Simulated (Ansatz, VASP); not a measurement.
# MgO: VASP beside Ansatz

Aim: how closely do two programs agree when they are given the same cell, functional and k mesh? The cell is taken from a series of VASP runs on this material, whose earlier steps may have relaxed, scaled or displaced it; both programs get it as it stands.

Main program and level: Ansatz 0.2.0; plane waves, with VASP 6.6.1 beside it; relaxation of cell and atoms at HSE06.

## Step 1: The structure

The structure is cubic, space group Fm-3m (No. 225). The conventional cell has a = 4.210 Å, b = 4.210 Å, c = 4.210 Å, α = 90.00°, β = 90.00°, γ = 90.00°. Nearest to Mg lie 6 O at 2.11 Å. Nearest to O lie 6 Mg at 2.11 Å. Farther neighbours and most contacts between anions are not listed.

## Step 2: Ansatz: relaxation of cell and atoms, HSE06

Ansatz runs on its default PAW (the set named soft_2) files.

The relaxed volume is the usual yardstick between codes: its relative difference is about their pressure difference at one cell divided by the bulk modulus.

input.yaml reads:

```yaml
crystal:
  lattice:
    - [0.0, 2.105205, 2.105205]
    - [2.105205, 0.0, 2.105205]
    - [2.105205, 2.105205, 0.0]
  atoms:
    - { symbol: Mg, position: [0.0, 0.0, 0.0] }
    - { symbol: O, position: [0.5, 0.5, 0.5] }
hamiltonian:
  xc: { exchange: pbe, correlation: pbe, exx: { coeff: 0.25, omega: 0.2 } }
  pseudopotentials: { kind: paw }
kpoints:
  mp_grid: { grid: [6, 6, 6] }
scf:
  occupations: { method: gaussian, width: 0.03 }
relax:
  f_tol: 0.01
  max_steps: 60
  cell: { stress_tol: 0.05 }
output:
  forces: true
  stress: true
```

Command:

```console
$ ansatz run input.yaml --threads 4 --pin off --max-ram 9216MiB --backend cpu --events-out ev --progress --plain --runs-dir out
```

Numbers of over 12 decimals in the logs are rounded to 6 here.

The log of the run:

```text
Engine: ansatz 0.2.0, aarch64-unknown-linux-gnu
Pseudopotentials: kind: paw
Pseudopotential: Mg, paw, valence charge 10, recommended cutoff 420 eV (normal), Mg.paw.azcp
Pseudopotential: O, paw, valence charge 6, recommended cutoff 420 eV (normal), O.paw.azcp
Functional definition: unnamed
  parameter a_1 = 0.25
  parameter omega_1 = 0.2/angstrom
  exchange = pbe_x + (-a_1)*pbe_x_sr(omega_1) + a_1*exact_x_sr(omega_1)
  correlation = pbe_c
Crystal: 2 atoms, lattice volume = 18.660 Å³
Basis set: ecut = 420 eV, 339 PW (Γ), exchange–correlation on 40×40×40 points (8 copies of the dense FFT grid, shifted against one another)
Bands: 12, of which v1, the nominal top of the filled ones, is band 8 counted from 1 (7 counted from 0)
Symmetry: 48 space group operations
Space group: Fm-3m (ITA 225), of the structure as read, at distance tolerance 2.7e-5 Å
k-points: 16 of 216
Non-local potential: Mg, projectors of the file, l = 0: 3, l = 1: 2, l = 2: 1
Non-local potential: O, projectors of the file, l = 0: 2, l = 1: 2, l = 2: 1
PAW form: soft (Blöchl's): semilocal exchange-correlation on the pseudo side does not see the compensation charge
PAW frozen core: Mg, regenerated for the run's functional, and the local potential with it (the file was generated under x = pbe(κ = 0.804, μ = 0.219515), c = pbe(β = 0.066725))
PAW frozen core: O, regenerated for the run's functional, and the local potential with it (the file was generated under x = pbe(κ = 0.804, μ = 0.219515), c = pbe(β = 0.066725))
PAW one-centre angular grid: Mg, 110 points (default); XC on 96 Gauss nodes
PAW one-centre angular grid: O, 110 points (default); XC on 96 Gauss nodes
Initial density: superposition of atomic densities (neutral atoms: chi_scale 0, normalization atom), corrected by the library's trained network
Initial wavefunctions: pseudopotential atomic-orbital guess
Functional: x = pbe(κ = 0.804, μ = 0.219515), c = pbe(β = 0.066725), warm-up for x = pbe(κ = 0.804, μ = 0.219515) + 0.25 (exact − pbe) at short range (hse, ω = 0.2 Å⁻¹), c = pbe(β = 0.066725)
SCF iter   1: F=—  HF=-2494.130480 eV  |F-HF|=—  |Δ(HF+E_count)|=         —  Δρ=6.38e-4  dr2=2.46e-5  ethr=1.77e-3  ⟨swp⟩=2.0  Hψ=1257  notcnv=0
preconditioner: auto → none  [insulator: Δε(μ)=4.752 eV  Ē_g=18.565 eV  σ=0.030 eV  W_gap=1.00  n_scr=8 (ndim 8)  ℏωp=24.3 eV  f_vac=0.000  D(μ)=0.00/eV (n_scr^D=0)]
SCF iter   2: F=-2494.130635 eV  HF=-2494.130596 eV  |F-HF|=3.93e-5  |Δ(HF+E_count)|=   1.16e-4  Δρ=2.97e-4  dr2=3.64e-6  ethr=1.54e-7  ⟨swp⟩=3.2  Hψ=416  notcnv=0  defer=3
SCF 1 stopped early in 2 iterations: F = -2494.130635 eV  dr2 = 3.64e-6
  greatest PAW one-centre occupation: 1.000 electrons in one spin orbital (limit 2), on the Mg atom at site 0 (counted from 0), in its partial waves of l = 0
Initial density: handed on by an earlier stage of this run
Initial wavefunctions: those handed on with the density
Functional: x = pbe(κ = 0.804, μ = 0.219515) + 0.25 (exact − pbe) at short range (hse, ω = 0.2 Å⁻¹), c = pbe(β = 0.066725)
Exchange kernel: α = 0.2500, screened, ω = 0.2000 Å⁻¹, Wigner–Seitz truncation, v(0) = 1118.3123 eV·Å³, q-mesh 6×6×6, nearest image of the exchange supercell L = 17.86 Å, pair-density grid 12×12×12, without the augmentation charges, whose exchange is taken in its separable form by FFT convolution over the k-point mesh (sized by the pseudopotential files, 18×18×18 at the most), smooth part of the exact exchange by density-matrix convolution
Frozen-core exchange: fock
SCF iter   1: F=—  HF=-2494.350739 eV  |F-HF|=—  |Δ(HF+E_count)|=         —  Δρ=7.75e-3  dr2=5.72e-3  ethr=2.27e-7  ⟨swp⟩=6.0  Hψ=913  notcnv=0
preconditioner: auto → none  [insulator: Δε(μ)=6.481 eV  Ē_g=21.119 eV  σ=0.030 eV  W_gap=1.00  n_scr=8 (ndim 8)  ℏωp=24.3 eV  f_vac=0.000  D(μ)=0.00/eV (n_scr^D=0)]
SCF iter   2: F=—  HF=-2494.348472 eV  |F-HF|=—  |Δ(HF+E_count)|=   2.27e-3  Δρ=3.79e-3  dr2=1.20e-3  ethr=2.27e-7  ⟨swp⟩=3.7  Hψ=464  notcnv=0
SCF iter   3: F=—  HF=-2494.351419 eV  |F-HF|=—  |Δ(HF+E_count)|=   2.95e-3  Δρ=1.46e-3  dr2=4.44e-4  ethr=2.27e-7  ⟨swp⟩=4.0  Hψ=514  notcnv=0
SCF iter   4: F=—  HF=-2494.351308 eV  |F-HF|=—  |Δ(HF+E_count)|=   1.11e-4  Δρ=5.83e-4  dr2=6.19e-5  ethr=2.27e-7  ⟨swp⟩=4.0  Hψ=501  notcnv=0
iter 5 solved again at ethr=3.08e-9 eV; its pass at ethr=2.27e-7 eV (dr2=4.93e-7 eV) is discarded
SCF iter   5: F=—  HF=-2494.351293 eV  |F-HF|=—  |Δ(HF+E_count)|=   1.49e-5  Δρ=7.99e-5  dr2=3.89e-6  ethr=3.08e-9  ⟨swp⟩=2.9  Hψ=704  notcnv=0
SCF iter   6: F=-2494.351311 eV  HF=-2494.351315 eV  |F-HF|=3.94e-6  |Δ(HF+E_count)|=   2.23e-5  Δρ=9.55e-5  dr2=1.97e-6  ethr=2.99e-9  ⟨swp⟩=3.4  Hψ=406  notcnv=0
SCF 2 stopped early in 6 iterations: F = -2494.351311 eV  dr2 = 1.97e-6
hybrid outer 1: dexx = +3.443e-3 eV, tail = 3.74e-5 eV
Exchange kernel: α = 0.2500, screened, ω = 0.2000 Å⁻¹, Wigner–Seitz truncation, v(0) = 1118.3123 eV·Å³, q-mesh 6×6×6, nearest image of the exchange supercell L = 17.86 Å, pair-density grid 12×12×12, without the augmentation charges, whose exchange is taken in its separable form by FFT convolution over the k-point mesh (sized by the pseudopotential files, 18×18×18 at the most), smooth part of the exact exchange by density-matrix convolution
Frozen-core exchange: fock
[...]
SCF iter   6: F=-2494.351280 eV  HF=-2494.351280 eV  |F-HF|=9.09e-13  |Δ(HF+E_count)|=  1.35e-10  Δρ=7.28e-8  dr2=1.03e-12  ethr=1.00e-12  ⟨swp⟩=3.1  Hψ=386  notcnv=0
SCF 3 converged in 6 iterations: F = -2494.351280 eV  dr2 = 1.03e-12
  Residual-converged pass: ⟨swp⟩=4.0  Hψ=547  notcnv=0  max |occ|·‖R‖ = 9.9e-9 eV (tolerance 1.0e-8 eV)  dr2=1.03e-12  dr2_onsite=5.85e-14  max |Δocc| = 0.0e0
hybrid outer 2: dexx = +1.320e-7 eV, tail = 9.25e-9 eV, Δε = 3.56e-3 eV (about 1.23e-4 eV left of the loop's levels)
Exchange kernel: α = 0.2500, screened, ω = 0.2000 Å⁻¹, Wigner–Seitz truncation, v(0) = 1118.3123 eV·Å³, q-mesh 6×6×6, nearest image of the exchange supercell L = 17.86 Å, pair-density grid 12×12×12, without the augmentation charges, whose exchange is taken in its separable form by FFT convolution over the k-point mesh (sized by the pseudopotential files, 18×18×18 at the most), smooth part of the exact exchange by density-matrix convolution
Frozen-core exchange: fock
SCF iter   1: F=—  HF=-2494.351280 eV  |F-HF|=—  |Δ(HF+E_count)|=         —  Δρ=1.95e-6  dr2=3.04e-10  ethr=2.89e-10  ⟨swp⟩=5.4  Hψ=510  notcnv=0
preconditioner: auto → none  [insulator: Δε(μ)=6.519 eV  Ē_g=21.112 eV  σ=0.030 eV  W_gap=1.00  n_scr=8 (ndim 8)  ℏωp=24.3 eV  f_vac=0.000  D(μ)=0.00/eV (n_scr^D=0)]
SCF iter   2: F=-2494.351280 eV  HF=-2494.351280 eV  |F-HF|=3.18e-12  |Δ(HF+E_count)|=  1.06e-10  Δρ=1.77e-7  dr2=8.61e-12  ethr=1.81e-12  ⟨swp⟩=3.9  Hψ=471  notcnv=0
SCF 4 converged in 2 iterations: F = -2494.351280 eV  dr2 = 8.61e-12
  Residual-converged pass: ⟨swp⟩=3.9  Hψ=499  notcnv=0  max |occ|·‖R‖ = 1.0e-8 eV (tolerance 1.0e-8 eV)  dr2=8.63e-12  dr2_onsite=9.14e-13  max |Δocc| = 0.0e0
hybrid outer 3: dexx = +4.312e-11 eV, tail = 2.06e-11 eV, Δε = 3.05e-5 eV (about 3.60e-6 eV left of the loop's levels), ΔF = 1.21e-29 eV/Å (tail 5.61e-30)
relax step   1: F+E_penalty+E_count = -2494.35128023 eV  Δ(F+E_penalty+E_count) = +0.000e0 eV  max|allowed force component| = 9.203e-30 eV/Å  Δτ_max = 0.0000 Å  P = -1.073 GPa  Ω = 18.660 Å³  (16 SCF iters, accepted)
[...]
relax step   2: F+E_penalty+E_count = -2494.35170042 eV  Δ(F+E_penalty+E_count) = -4.202e-4 eV  max|allowed force component| = 5.292e-30 eV/Å  Δτ_max = 0.0000 Å  P = -0.593 GPa  Ω = 18.608 Å³  energy of the carried Pulay correction = +1.470e-4 eV  (14 SCF iters, accepted)
[...]
relax step   3: F+E_penalty+E_count = -2494.35200091 eV  Δ(F+E_penalty+E_count) = -3.005e-4 eV  max|allowed force component| = 2.810e-30 eV/Å  Δτ_max = 0.0000 Å  P = +0.004 GPa  Ω = 18.543 Å³  energy of the carried Pulay correction = +3.283e-4 eV  (14 SCF iters, accepted)
[...]
relax step   4: F+E_penalty+E_count = -2494.35181111 eV  Δ(F+E_penalty+E_count) = +1.898e-4 eV  max|allowed force component| = 2.786e-30 eV/Å  Δτ_max = 0.0000 Å  P = -0.035 GPa  Ω = 18.543 Å³  stress off target by 3.46e-2 GPa  SCF on the basis re-selected at this cell (its energy is not comparable with the rows above)  (10 SCF iters)
basis re-selected at this cell: Δ(F+E_penalty+E_count) = +1.898e-4 eV, ΔP = -0.039 GPa vs the last step (what re-selecting the basis moved, of the pressure what is left beyond the Pulay correction that the steps carried, after the strain that the cell walked since its last selection, with what the two solves' SCF thresholds leave and, on support functions, any second-order correction that the steps lacked; it is no m [...]
hybrid SCF converged: 2 outer / 10 inner (+0 warm-up), last move |dexx| = 3.27e-12 eV, tail = 1.21e-12 eV
Stability not checked: this state was not tested for a lower state beside it, because the functional holds exact exchange (a hybrid, or Hartree-Fock), whose exchange loop this test does not read (fock_operator; see scf.lower_state_search)
Free energy (F): -2494.351811 eV
Frozen-core exchange: fock
Harris-Foulkes:  -2494.351811 eV  (|F-HF|=4.55e-13)
Internal energy: -2494.351811 eV  (E = F + TS)
E sigma→0 (E₀):  -2494.351811 eV
Fermi energy:    10.251307 eV
--- Per-component energies (eV) ---
  E_band       = -338.696605
  E_kinetic    = 257.049710
  E_local      = -1598.044554  (includes V_loc(G=0)·N_el)
  E_nonlocal   = 141.098870
  E_hartree    = 553.651984
  E_xc         = -84.796246
  E_vxc        = -107.703703  (∫ρ·V_xc dr)
  E_exx        = -71.772115  (= α·E_x^exact, valence–valence)
  E_paw        = -398.899945  (= ΣΔE_a)
  E_vpaw       = 5.140842  (= ΣTr[D̂ρ^β])
  E_aug_tail   = 0.002496  (compensation charges beyond the density's cutoff)
  E_ewald      = -1292.580456
  E_core_change = -0.061555  (= ΣΔE_core)
  E_smearing   = -0.000000  (= −TS)
  E_closure    = -0.000000  (closes the sum)
  Σ components = -2494.351811   (vs F -2494.351811, Δ=-4.55e-13)
--- Forces (eV/Å), atoms counted from 1 ---
  atom   1  Mg    -0.00000000     0.00000000     0.00000000
  atom   2  O      0.00000000    -0.00000000     0.00000000
  max |Σ_I F_I| component: 5.00e-30 eV/Å
--- Stress (GPa, compression-positive) ---
       -0.034569       0.000000      -0.000000
       -0.000000      -0.034569      -0.000000
       -0.000000       0.000000      -0.034569
  P = ⅓ Tr σ = -0.0346 GPa (-0.346 kbar)
--- Band table (eV; the first three rows and the last of 16) ---
  k-point 0: bands = ["-69.6453", "-34.5154", "-34.5154", "-34.5154", "-11.8967", "6.9580", "6.9580", "6.9580", "13.5445", "24.8150"]
  k-point 1: bands = ["-69.6431", "-34.5380", "-34.5174", "-34.5174", "-11.5857", "5.3925", "6.7663", "6.7663", "15.0057", "22.4455"]
  k-point 2: bands = ["-69.6386", "-34.5829", "-34.5213", "-34.5213", "-10.8902", "3.0432", "6.4073", "6.4073", "16.5568", "21.4865"]
  k-point 15: bands = ["-69.6332", "-34.5793", "-34.5564", "-34.5463", "-10.2079", "3.1405", "4.5500", "5.1588", "19.4494", "20.5402"]
  guard bands above this table: 2 of the run's 12 bands. The solve was not asked for them (output.publish_guard_bands: true or output.eigenvalues: true publishes all)
--- Relaxed structure (3 steps of the walk, 3 accepted, 1 SCFs on fresh bases) ---
  F+E_penalty+E_count = -2494.35181111 eV   max|allowed force component| = 2.786e-30 eV/Å   (the final SCF, on the basis selected at the relaxed cell)
  cell:  # Å, volume = 18.5430 Å³
    - [0, 2.100795, 2.100795]
    - [2.100795, 0, 2.100795]
    - [2.100795, 2.100795, 0]
  atoms:
    - { symbol: Mg, position: [0, 0, 0] }
    - { symbol: O, position: [0.5, 0.5, 0.5] }
```

Run time: 7.4 s. Hardware: 4 threads of Arm Neoverse V2, shared host; peak memory 0.55 GiB; 25 s of CPU time.

(Continued in part 2 of 2.)

[Lines on the potential files, build, host, timing and source positions are cut from VASP's logs without a mark.]

[Logs are printed without paths, hosts, clocks, repeated set-up lines and the standing remarks that a program may print on its own settings, such as how far it seeks lower states.]

[Hosts, paths, dates, database ids (printed as entryN), source tags and the programs' standing remarks are cut or masked in the printed files.]
